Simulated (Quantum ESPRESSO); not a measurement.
Crystal: Ca.

```xyz
1
Lattice="0.0000 2.7942 2.7942 2.7942 0.0000 2.7942 2.7942 2.7942 0.0000" Properties=species:S:1:pos:R:3 pbc="T T T"
Ca    0.0000    0.0000    0.0000
```

Base run:

| Property | Result |
| --- | --- |
| Program | Quantum ESPRESSO 7.5 |
| Functional | PBE |
| Potentials or basis | SSSP 1.3 efficiency PBE |
| Cutoff | 748 eV |
| Density cutoff | 5987 eV |
| k mesh | 8 × 8 × 8 |
| Occupations | fermi-dirac, width 0.05 eV |
| Spin | no spin polarisation |

Its results: band gap on the k mesh none (metal or under the smearing width); pressure -0.6 GPa.

Problem. The run is repeated on the same cell with these changes: functional from PBE to LDA; potentials or basis from SSSP 1.3 efficiency PBE to PseudoDojo 0.4.1 SR LDA standard; cutoff from 748 eV to 980 eV; density cutoff from 5987 eV to 3918 eV. What comes out?

Solution. Band gap on the k mesh none (metal or under the smearing width); pressure -2.1 GPa.

Caveats: some levels on the path didn't converge (some runs).

Not every run made on this cell is shown here.
